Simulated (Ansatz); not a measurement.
**Si: lattice vibrations and screening**

Aim: for Si, get the zone-centre modes.

Computed with Ansatz 0.2.0 (DFT PBE, scalar-relativistic, plane waves, PAW, unless a step's input says otherwise).

3 further runs of the same task are left out: 3 set aside as unsound or not needed.

### 1 Starting point

Symmetry: P6_3/mmc, No. 194, hexagonal system. Conventional cell: a = 3.851 Å, b = 3.851 Å, c = 6.366 Å, α = 90.00°, β = 90.00°, γ = 120.00°. Si (site symmetry 3m) has 4 Si at 2.36 to 2.38 Å as nearest neighbours.

As a file:

```cif
data_structure
_symmetry_space_group_name_H-M 'P 1'
_symmetry_Int_Tables_number 1
_cell_length_a 3.8512
_cell_length_b 3.8512
_cell_length_c 6.3658
_cell_angle_alpha 90.000
_cell_angle_beta 90.000
_cell_angle_gamma 120.000
_cell_volume 81.77
loop_
_atom_site_label
_atom_site_type_symbol
_atom_site_fract_x
_atom_site_fract_y
_atom_site_fract_z
_atom_site_occupancy
Si1 Si 0.33333 0.66667 0.06295 1
Si2 Si 0.66667 0.33333 0.56295 1
Si3 Si 0.33333 0.66667 0.43705 1
Si4 Si 0.66667 0.33333 0.93705 1
```

It goes back to an entry of the Materials Project, which need not be the stable form.

This cell was relaxed beforehand with the same method: volume 20.44 Å³/atom, gap on the mesh 0.45 eV.

### 2 Zone-centre modes

input.yaml

```yaml
crystal:
  lattice:
    - [3.8512434421, 0.0, 0.0]
    - [-1.9256217211, 3.335274657, 0.0]
    - [0.0, 0.0, 6.3658255858]
  atoms:
    - { symbol: Si, position: [0.3333333333, 0.6666666667, 0.0629474414] }
    - { symbol: Si, position: [0.6666666667, 0.3333333333, 0.5629474414] }
    - { symbol: Si, position: [0.3333333333, 0.6666666667, 0.4370525586] }
    - { symbol: Si, position: [0.6666666667, 0.3333333333, 0.9370525586] }
basis:
  ecutwfc: 420
kpoints:
  mp_grid: { grid: [12, 12, 6] }
hamiltonian:
  xc: pbe
scf:
  occupations: { method: fixed }
output:
  eigenvalues: true
phonons:
  method: dfpt
  dielectric: true
  rigid_motions: translations
  raman: true
  eigenvectors: true
```

The run is started by

```bash
ansatz run input.yaml --threads 2 --pin off --max-ram 5120MiB --backend cpu --events-out ev --progress --plain --runs-dir out
```

Further runs follow: linear response at Γ.

**Question.** What will these runs give? Wanted: optical modes at Γ; ε∞, principal values; ε0 with the ions free; mean Born charges (for each run or level that gives them).

The runs gave:

```
             quantity                value
   optical modes at Γ      103 to 497 cm⁻¹
 ε∞, principal values  12.63, 12.63, 14.57
ε0 with the ions free     12.6, 12.6, 14.6
    mean Born charges           Si +0.00 e
   optical modes at Γ      103 to 497 cm⁻¹
 ε∞, principal values  12.63, 12.63, 13.71
ε0 with the ions free     12.6, 12.6, 13.7
    mean Born charges           Si +0.00 e
```

No zone-centre mode is imaginary. That tests stability at Γ alone. Of the static screening, 0 % comes from the ions' motion. By the run's own warning the mesh is too coarse for the force constants and what follows from them. All optical modes at Γ are real. The ions give 0 % of the static dielectric constant.
